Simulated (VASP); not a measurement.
# GaN, Born charge from the Berry-phase polarisation: which settings are enough?

GaN, F-43m (no. 216), 2 atoms in the cell. PBE, Born charge from Berry-phase polarisation; PAW potentials Ga_d, N (PBE set). VASP 6.6.1.

Wanted: Born charge by displacement within 0.02 e.

Geometry: relaxed with this functional; Atom moved (from 0): 1.

The series start from k mesh: 8x8x8; Displacement (Å): 0.02; Plane-wave cutoff (eV): 520; SCF threshold (eV): 1e-7; Precision mode: Accurate. Each series keeps the choices made before it, and each single choice may use up half of a tolerance. Times cover all steps of a run.

## k mesh

| k mesh | Born charge by displacement (e) | Time (s) |
|---|---|---|
| 4x4x4 | -2.684 | 161 |
| 6x6x6 | -2.686 | 169 |
| 8x8x8 | -2.685 | 181 |
| 10x10x10 | -2.684 | 202 |
| 12x12x12 | -2.683 | 237 |
| 16x16x16 (reference) | -2.683 | 358 |

Chosen: 4x4x4, the loosest value from which every tighter one stays within half of the tolerance.

## Displacement (Å)

| Displacement (Å) | Born charge by displacement (e) | Time (s) |
|---|---|---|
| 0.02 | -2.684 | 161 |
| 0.005 | -2.684 | 162 |
| 0.05 | -2.686 | 161 |
| 0.15 | -2.704 | 162 |

Chosen: 0.02; no other choice that stays within half of the tolerance saves 30 % of the time.

## Plane-wave cutoff (eV)

| Plane-wave cutoff (eV) | Born charge by displacement (e) | Time (s) |
|---|---|---|
| 320 | -2.683 | 138 |
| 400 | -2.684 | 155 |
| 460 | -2.684 | 160 |
| 520 | -2.684 | 161 |
| 640 (reference) | -2.685 | 340 |

Chosen: 320.

## SCF threshold (eV)

| SCF threshold (eV) | Born charge by displacement (e) | Time (s) |
|---|---|---|
| 0.001 | -2.685 | 136 |
| 0.0001 | -2.683 | 137 |
| 1e-5 | -2.683 | 137 |
| 1e-7 (reference) | -2.683 | 138 |

Chosen: 0.001.

## Precision mode

| Precision mode | Born charge by displacement (e) | Time (s) |
|---|---|---|
| Accurate | -2.685 | 136 |
| Normal | -2.686 | 134 |
| Single | -2.684 | 136 |

Chosen: Accurate.

## All choices together

| Input | Born charge by displacement (e) | Time (s) |
|---|---|---|
| program defaults, KSPACING-like mesh of 0.5 per A (naive) | no result | 158 |
| chosen settings | -2.685 | 136 |
| reference settings throughout | -2.683 | 700 |

The tolerance is met.

## The input

INCAR.step1:
```
PREC = Accurate
ENCUT = 320
EDIFF = 1E-8
ISMEAR = 0
SIGMA = 0.02
LREAL = False
LASPH = True
ALGO = Normal
NELM = 120
LWAVE = False
LCHARG = False
GGA = PE
LEPSILON = True
KPAR = 2
```

INCAR.step2, as INCAR.step1 but for:
```
- EDIFF = 1E-8
- LEPSILON = True
- KPAR = 2
+ EDIFF = 0.001
+ LCALCPOL = True
+ DIPOL = 0.127 0.213 0.319
+ KPAR = 1
```

KPOINTS.step1:
```
k-points
0
Gamma
  14 14 14
```

KPOINTS.step2:
```
Automatic mesh
0
Gamma
  4 4 4
  0 0 0
```

POSCAR.step1:
```
GaN
1.0
    0.0000000000      2.2741589588      2.2741589588
    2.2741589588      0.0000000000      2.2741589588
    2.2741589588      2.2741589588      0.0000000000
Ga N
1 1
Direct
    0.0000000000      0.0000000000      0.0000000000
    0.2500000000      0.2500000000      0.2500000000
```

POSCAR.step2:
```
GaN
 1.0000000000000000
     0.0000000000000000    2.2741589587585178    2.2741589587585178
     2.2741589587585178    0.0000000000000000    2.2741589587585178
     2.2741589587585178    2.2741589587585178    0.0000000000000000
 Ga  N
   1   1
Direct
  0.0000000000000000  0.0000000000000000 -0.0000000000000000
  0.2543972300007820  0.2456027699992181  0.2456027699992181
```

POSCAR.step3:
```
GaN
 1.0000000000000000
     0.0000000000000000    2.2741589587585178    2.2741589587585178
     2.2741589587585178    0.0000000000000000    2.2741589587585178
     2.2741589587585178    2.2741589587585178    0.0000000000000000
 Ga  N
   1   1
Direct
  0.0000000000000000  0.0000000000000000 -0.0000000000000000
  0.2456027699992181  0.2543972300007820  0.2543972300007820
```

Commands (each step's output is kept before the next begins):
```
cat potpaw_PBE.64/Ga_d/POTCAR potpaw_PBE.64/N/POTCAR > POTCAR
cp INCAR.step1 INCAR
cp KPOINTS.step1 KPOINTS
cp POSCAR.step1 POSCAR
mpirun -np 2 vasp_std > vasp.out
rm WAVECAR CHG
cp INCAR.step2 INCAR
cp KPOINTS.step2 KPOINTS
cp POSCAR.step2 POSCAR
mpirun -np 2 vasp_std > vasp.out
rm WAVECAR CHG
cp POSCAR.step3 POSCAR
mpirun -np 2 vasp_std > vasp.out
```

The chosen input took VASP 6.6.1 136 s on 2 cores (Intel Xeon Platinum 8559C (Emerald Rapids)), a shared host.

## An input that fails: wide smearing, so the filled bands are not separate

It runs to its end, but its output holds no dipole.

Changes against the starting input:
```
- ISMEAR = 0
- SIGMA = 0.02
+ ISMEAR = -1
+ SIGMA = 1.0
```
